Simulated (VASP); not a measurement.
**VASP 6.6.1 run: CO$_{2}$**

INCAR

```
EDIFF = 1E-7
NBANDS = 25
NELECT = 33
ISMEAR = -1
IBRION = -1
LASPH = .TRUE.
SIGMA = 0.02
GGA = PE
PREC = Accurate
LREAL = .FALSE.
LCHARG = .FALSE.
ISIF = 2
LWAVE = .FALSE.
ENCUT = 520
NSW = 0
NELM = 80
```

KPOINTS

```
KPOINTS created by Atomic Simulation Environment
0
Gamma
6 6 6
0 0 0
```

POSCAR

```
C  O
 1.0000000000000000
     4.1925576029625269    0.0000000000000000    0.0000000000000000
    -0.0000000000000000    4.1925576029625269    0.0000000000000000
     0.0000000000000000    0.0000000000000000    4.6051156164007869
 C   O
   2   4
Cartesian
  2.0962788014812634  2.0962788014812634  2.3025578082003935
 -0.0000000000000000 -0.0000000000000000  0.0000000000000000
  1.2756605550668607  2.9168970478956671  2.3025578082003935
  2.9168970478956671  1.2756605550668607  2.3025578082003935
  0.8206182464144031  0.8206182464144032  0.0000000000000000
  3.3719393565481242  3.3719393565481242  0.0000000000000000
```

The recommended PBE PAW datasets give the neutral cell 32 valence electrons.

Command

```
mpirun -np 1 vasp_std
```

OSZICAR

```
N       E                     dE             d eps       ncg     rms          rms(c)
DAV:   1     0.174439178112E+03    0.17444E+03   -0.17477E+04  2000   0.121E+03
DAV:   2    -0.348678084771E+02   -0.20931E+03   -0.20187E+03  2755   0.282E+02
DAV:   3    -0.454921785731E+02   -0.10624E+02   -0.10518E+02  2311   0.643E+01
DAV:   4    -0.455836064223E+02   -0.91428E-01   -0.91024E-01  2559   0.679E+00
DAV:   5    -0.455846611160E+02   -0.10547E-02   -0.10545E-02  2485   0.717E-01    0.143E+01
DAV:   6    -0.414228143477E+02    0.41618E+01   -0.11538E+01  2520   0.224E+01    0.620E+00
DAV:   7    -0.412385072998E+02    0.18431E+00   -0.51599E-01  2392   0.473E+00    0.331E+00
DAV:   8    -0.411992253228E+02    0.39282E-01   -0.19977E-01  2505   0.278E+00    0.939E-01
DAV:   9    -0.411940891831E+02    0.51361E-02   -0.28989E-02  2460   0.115E+00    0.306E-01
DAV:  10    -0.411937497526E+02    0.33943E-03   -0.28664E-03  2367   0.426E-01    0.526E-02
DAV:  11    -0.411939033724E+02   -0.15362E-03   -0.31087E-04  2330   0.121E-01    0.255E-02
DAV:  12    -0.411939329929E+02   -0.29620E-04   -0.47505E-05  2459   0.394E-02    0.867E-03
DAV:  13    -0.411939337363E+02   -0.74339E-06   -0.35256E-06  2512   0.106E-02    0.268E-03
DAV:  14    -0.411939338204E+02   -0.84084E-07   -0.18424E-06  2331   0.772E-03    0.129E-03
DAV:  15    -0.411939337461E+02    0.74233E-07   -0.35794E-08  1896   0.123E-03
   1 F= -.41193934E+02 E0= -.41190322E+02  d E =-.722366E-02
```

From OUTCAR

```
k-points           NKPTS =     40   k-points in BZ     NKDIM =     40   number of bands    NBANDS=     25

   NELECT =      33.0000    total number of electrons

   dimension x,y,z NGX =    32 NGY =   32 NGZ =   36
   dimension x,y,z NGXF=    64 NGYF=   64 NGZF=   72

  energy-cutoff  :      520.00
  volume of cell :       80.95
      direct lattice vectors                 reciprocal lattice vectors
     4.192557603  0.000000000  0.000000000     0.238517892  0.000000000  0.000000000
     0.000000000  4.192557603  0.000000000     0.000000000  0.238517892  0.000000000
     0.000000000  0.000000000  4.605115616     0.000000000  0.000000000  0.217149814

 k-points in reciprocal lattice and weights: KPOINTS created by Atomic Simulation Env
   0.00000000  0.00000000  0.00000000       0.005
   0.16666667  0.00000000  0.00000000       0.019
   0.33333333  0.00000000  0.00000000       0.019
   0.50000000  0.00000000  0.00000000       0.009
   0.16666667  0.16666667  0.00000000       0.019
   0.33333333  0.16666667  0.00000000       0.037
   0.50000000  0.16666667  0.00000000       0.019
   0.33333333  0.33333333  0.00000000       0.019
   ...

 E-fermi :   5.0162

 k-point     1 :       0.0000    0.0000    0.0000
  band No.  band energies     occupation
      1     -23.6298      2.00000
      2     -23.2734      2.00000
      3     -22.3569      2.00000
      4     -22.3569      2.00000
      5      -8.4433      2.00000
      6      -8.0323      2.00000
      7      -7.7409      2.00000
      8      -7.1161      2.00000
      9      -7.1161      2.00000
     10      -6.2913      2.00000
     11      -6.2913      2.00000
     12      -6.1588      2.00000
     13      -4.3720      2.00000
     14      -3.3869      2.00000
     15      -3.2562      2.00000
     16      -3.2562      2.00000
     17       3.4146      2.00000
     18       4.7444      2.00000
     19       5.1252      0.00856
     20       5.1252      0.00856
     21       6.5749      0.00000
     22       7.6591      0.00000
     23      10.4411      0.00000
     24      12.6338      0.00000
     25      12.6605      0.00000

 k-point     2 :       0.1667    0.0000    0.0000
  band No.  band energies     occupation
      1     -23.5981      2.00000
      2     -23.2859      2.00000
      3     -22.3682      2.00000
      4     -22.3646      2.00000
      5      -8.3888      2.00000
      6      -8.0867      2.00000
      7      -7.6456      2.00000
      8      -7.2419      2.00000
      9      -7.0576      2.00000
     10      -6.4581      2.00000
     11      -6.3440      2.00000
     12      -6.2755      2.00000
     13      -4.1569      2.00000
     14      -3.3217      2.00000
     15      -3.2593      2.00000
     16      -3.2544      2.00000
     17       3.7756      2.00000
     18       4.8515      1.99947
     19       5.1797      0.00056
     20       5.1798      0.00056
     21       6.4123      0.00000
     22       7.9433      0.00000
     23       9.8713      0.00000
     24      12.4200      0.00000
     25      12.5600      0.00000

 ...

  Total       17.0078031     17.0078031      7.8059976      0.0000000      0.0000000      0.0000000
  in kB      336.6357121    336.6357121    154.5042330      0.0000000      0.0000000      0.0000000
  external PRESSURE =     275.9252191 kB  Pullay stress =       0.0000000 kB

 POSITION                                       TOTAL-FORCE (eV/Angst)
 -----------------------------------------------------------------------------------
      2.09628      2.09628      2.30256        -0.000000     -0.000000      0.000000
      0.00000      0.00000      0.00000        -0.000000     -0.000000      0.000000
      1.27566      2.91690      2.30256        -2.858218      2.858218     -0.000000
      2.91690      1.27566      2.30256         2.858218     -2.858218      0.000000
      0.82062      0.82062      0.00000         2.858218      2.858218     -0.000000
      3.37194      3.37194      0.00000        -2.858218     -2.858218      0.000000
 -----------------------------------------------------------------------------------
    total drift:                                0.000000     -0.000000      0.000000

  FREE ENERGIE OF THE ION-ELECTRON SYSTEM (eV)
  ---------------------------------------------------
  free  energy   TOTEN  =       -41.1939337461 eV

  energy  without entropy=      -41.1867100835  energy(sigma->0) =      -41.19032191
```

It converged. Results: pressure 27.6 GPa; largest force 4.04 eV/Å.

The cell is charged and sits in a uniform background.

For comparison, a separate PBE run of the intended cell, on usual settings and not on those above, gives a gap of 6.66 eV on its mesh and a pressure of 6.6 GPa.

The run above took about 52 s on one core of a shared host (Intel Xeon Platinum 8488C) and held 0.2 GiB at most.
